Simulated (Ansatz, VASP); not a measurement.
## One calculation of Al, two programs

INCAR

```
ALGO     = Normal         # electronic algorithm
EDIFF    = 1E-6           # SCF threshold, eV
ENCUT    = 520            # plane-wave cutoff, eV
GGA      = PE             # functional
ISIF     = 2              # what is computed and relaxed
ISMEAR   = 0              # smearing method
LASPH    = T              # aspherical terms in the spheres
LCHARG   = F              # write CHGCAR
LREAL    = F              # projectors in reciprocal space
LWAVE    = F              # write WAVECAR
NBANDS   = 8              # bands
NELM     = 80             # most SCF steps
PREC     = Accurate       # precision mode
SIGMA    = 0.1            # smearing width, eV
```

Contents of KPOINTS:

```
k-points
0
Gamma
  10 10 10
```

POSCAR

```
Al
1.0
    0.0000000000      2.0077890274      2.0077890274
    2.0077890274      0.0000000000      2.0077890274
    2.0077890274      2.0077890274      0.0000000000
Al
1
Direct
    0.0000000000      0.0000000000      0.0000000000
```

Input for Ansatz:

```yaml
crystal:
  lattice:
    - [0.0, 2.0077890274472234, 2.0077890274472234]
    - [2.0077890274472234, 0.0, 2.0077890274472234]
    - [2.0077890274472234, 2.0077890274472234, 0.0]
  atoms:
    - { symbol: Al, position: [0.0, 0.0, 0.0] }
basis:
  ecutwfc: 500.0
kpoints:
  mp_grid:
    grid: [10, 10, 10]
hamiltonian:
  xc: pbe
  pseudopotentials:
    kind: paw
scf:
  occupations:
    method: gaussian
    width: 0.1
output:
  stress: true
```

Alike in both runs: task single point; functional PBE; k mesh 10 × 10 × 10; occupations gaussian, width 0.1 eV; no spin polarisation.

|  | VASP | Ansatz |
| --- | --- | --- |
| version | VASP 6.6.1 | Ansatz 0.2.0 |
| potentials or method | VASP PAW PBE potentials, release 64 (Al) | plane waves, PAW |
| plane-wave cutoff (eV) | 520 | 500 |
| valence electrons in the cell | 3 | 3 |

```tsv
	VASP	Ansatz	Ansatz less VASP
pressure (GPa)	1.2	1.2	+0.03
```
